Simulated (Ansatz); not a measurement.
**From three elastic constants to directional properties of CdO**

All numbers below come from DFT PBEsol, scalar-relativistic, plane waves, PAW (Ansatz 0.2.0). Cutoff 420 eV, 16×16×16 k-points (Γ-centred), Fermi-Dirac smearing of 0.15 eV. No spin polarisation.

Relaxed structure:
```cif
data_structure
_symmetry_space_group_name_H-M 'Fm-3m'
_symmetry_Int_Tables_number 225
_cell_length_a 4.6911
_cell_length_b 4.6911
_cell_length_c 4.6911
_cell_angle_alpha 90.000
_cell_angle_beta 90.000
_cell_angle_gamma 90.000
_cell_volume 103.23
loop_
_atom_site_label
_atom_site_type_symbol
_atom_site_symmetry_multiplicity
_atom_site_Wyckoff_symbol
_atom_site_fract_x
_atom_site_fract_y
_atom_site_fract_z
_atom_site_occupancy
Cd1 Cd 4 a 0.00000 0.00000 0.00000 1
O1 O 4 b 0.50000 0.00000 0.00000 1
```

In a metal, frequencies and elastic constants depend on the k mesh and the smearing, soft modes and shear constants most. A semilocal functional can close a gap that the real compound has.

With ions relaxed, on the cubic axes: C11 = 212.3, C12 = 111.2, C44 = 47.0 GPa. The density is 8.262 g/cm³.

Task: Is the crystal stable against strain, and how anisotropic is it?

Result: Born's conditions hold: C11 + 2C12 = 434.6, C11 − C12 = 101.1 and C44 = 47.0 GPa are all positive. B = (C11 + 2C12)/3 = 144.9 GPa. The two shear moduli are C44 and C′ = (C11 − C12)/2 = 50.6 GPa, so Zener's ratio is A = C44/C′ = 0.93: nearly isotropic. The Cauchy pressure C12 − C44 is 64.1 GPa; it would vanish for pair forces between atoms on inversion centres at zero pressure, and a positive value is usual with metallic or many-body binding.

Task: Give the sound speeds along the three symmetry directions.

Result: The Christoffel equation gives ρv² for each branch:
```
direction branch                    ρv²    GPa v (m/s)
    [100]              L                    C11  212.3     5069
    [100]         T (×2) C44   47.0     2386
    [110]              L   (C11 + C12 + 2C44)/2  208.7     5026
    [110]   T, u ∥ [001]                    C44   47.0     2386
    [110]  T, u ∥ [1-10]          (C11 − C12)/2   50.6     2474
    [111]              L  (C11 + 2C12 + 4C44)/3  207.6     5012
    [111]         T (×2) (C11 − C12 + C44)/3   49.4     2445
```

Task: How does Young's modulus depend on direction?

Result: Inverting gives S11 = 7.360, S12 = -2.529, S44 = 21.263 TPa⁻¹. Along a unit vector (l, m, n), 1/E = S11 − 2(S11 − S12 − S44/2)(l²m² + m²n² + n²l²), where the last bracket is 0, 1/4 and 1/3 for [100], [110] and [111]: E = 136, 129 and 127 GPa. With A < 1 the cube edge is stiffest. For a film on (001), the biaxial modulus is C11 + C12 − 2C12²/C11 = 207 GPa and the normal strain is −2C12/C11 = -1.05 times the in-plane one.

Cost: 2 runs of about 1.9 core-minutes in all, on Intel Xeon Platinum 8375C (Ice Lake) (shared hosts).